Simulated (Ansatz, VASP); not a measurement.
# Two plane-wave programs on MoS2

```
Mo S
1.0
     1.65602   -8.52703    0.00000
     1.65602    8.52703    0.00000
     0.00000    0.00000    3.88903
Mo S
2 4
Direct
  0.84106 0.15894 0.75000
  0.15894 0.84106 0.25000
  0.59310 0.40690 0.75000
  0.40690 0.59310 0.25000
  0.23981 0.76019 0.75000
  0.76019 0.23981 0.25000
```

Alike in both runs: functional PBE; k mesh 6 × 6 × 4; occupations gaussian, width 0.1 eV; no spin polarisation.

Ansatz relaxed the structure, and its values are those at the end. VASP's run is a single point on that final structure, the one shown.

```csv
,VASP,Ansatz
version,VASP 6.6.1,Ansatz 0.2.0
potentials or method,"VASP PAW PBE potentials, release 64 (Mo_sv, S)","scalar-relativistic, plane waves, PAW"
plane-wave cutoff (eV),520,420
valence electrons in the cell,52,52
```

Ansatz gave:

| Quantity | Value |
| --- | --- |
| gap on the k mesh at the Fermi level (eV) | none |
| pressure (GPa) | 0.2 |
| rms of the force components (eV/Å) | 0.013 |

Q: Estimate VASP's values.

A: gap on the k mesh at the Fermi level (eV): none; pressure (GPa): 0.2; rms of the force components (eV/Å): 0.016.

A gap of «none» marks a metal or a gap that the smearing closes. The functional is the same, so the differences come from potentials, cutoffs and numerics.

Caveats: the k mesh is coarse (spacing up to 0.40 Å⁻¹), so the values aren't converged.
